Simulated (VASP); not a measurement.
# GaN in VASP: one cell, several levels of theory

GaN in the rocksalt structure, under -4.0 % biaxial strain in x and y, free along z is computed at one geometry. Runs: PBE, r2SCAN. This is a trial cell built on a prototype, not taken from a measured structure, and it needn't be the compound's ground state.

The runs shown are made with VASP 6.6.1. PAW datasets, plane waves. Spin-unpolarised throughout. Whether this structure exists isn't addressed.

## 1. The cell

The cell comes from an earlier relaxation with r2SCAN in another program, then strained, with the atoms relaxed again.

It is tetragonal, I4/mmm (No. 139); conventional cell a = 2.863 Å, c = 4.406 Å, 9.03 Å³ an atom. Near Ga stand 6 N at 2.02–2.20 Å; near N stand 6 Ga at 2.02–2.20 Å.

Coordinates:

Space group I4/mmm (No. 139). a = 2.863 Å, b = 2.863 Å, c = 4.406 Å, α = 90.00°, β = 90.00°, γ = 90.00°
```csv
atom,site,symmetry,x,y,z
Ga,2a,4/mmm,0.0000,0.0000,0.0000
N,2b,4/mmm,0.5000,0.5000,0.0000
```

## 2. PBE

The input, INCAR:

```
ENCUT = 520.000000
SIGMA = 0.020000
EDIFF = 1.00e-07
GGA = PE
PREC = Accurate
IBRION = -1
ISIF = 2
ISMEAR = -1
NBANDS = 16
NELM = 120
NSW = 0
LASPH = .TRUE.
LCHARG = .FALSE.
LWAVE = .FALSE.
LREAL = .FALSE.
```

The input, KPOINTS:

```
KPOINTS created by Atomic Simulation Environment
0
Gamma
10 10 10
0 0 0
```

The input, KPOINTS_OPT:

```
special points
8
Reciprocal
0.0000000000 0.0000000000 0.0000000000 1
0.5000000000 0.0000000000 0.5000000000 1
0.6250000000 0.2500000000 0.6250000000 1
0.3750000000 0.3750000000 0.7500000000 1
0.5000000000 0.5000000000 0.5000000000 1
0.5000000000 0.2500000000 0.7500000000 1
0.2005210000 0.2005210000 0.4010420000 1
0.0000000000 0.5000000000 0.5000000000 1
```

The input, POSCAR:

```
Ga N
 1.0000000000000000
     0.0000000000000000    2.0241746249000001    2.2029881997000000
     2.0241746249000001    0.0000000000000000    2.2029881997000000
     2.0241746249000001    2.0241746249000001    0.0000000000000000
 Ga  N
   1   1
Cartesian
  0.0000000000000000  0.0000000000000000  0.0000000000000000
  2.0241746249000001  2.0241746249000001  2.2029881996999996
```

The run uses the recommended PBE PAW datasets (18 valence electrons a neutral cell).

Launch:

```bash
mpirun -np 1 vasp_std
```

## 3. r2SCAN at this geometry

The input, INCAR:

```
ENCUT = 520.000000
SIGMA = 0.010000
EDIFF = 1.00e-07
ALGO = Normal
METAGGA = R2SCAN
PREC = Accurate
IBRION = -1
ISIF = 2
ISMEAR = 0
NBANDS = 16
NELM = 120
NSW = 0
LASPH = .TRUE.
LCHARG = .FALSE.
LWAVE = .FALSE.
LREAL = .FALSE.
```

KPOINTS is that of step 2.

KPOINTS_OPT is that of step 2.

POSCAR is that of step 2.

What does the calculation give? Wanted: for each run, gap; pressure.

As calculated:

```
 level  gap (eV)  pressure (GPa)
   PBE      0.51           22.31
r2SCAN      1.03           14.72
```

What this shows: The gap runs from 0.51 eV (PBE) to 1.03 eV (r2SCAN). At this one volume the pressure spans 14.7 GPa (r2SCAN) to 22.3 GPa (PBE): PBE wants the largest cell and r2SCAN the smallest.
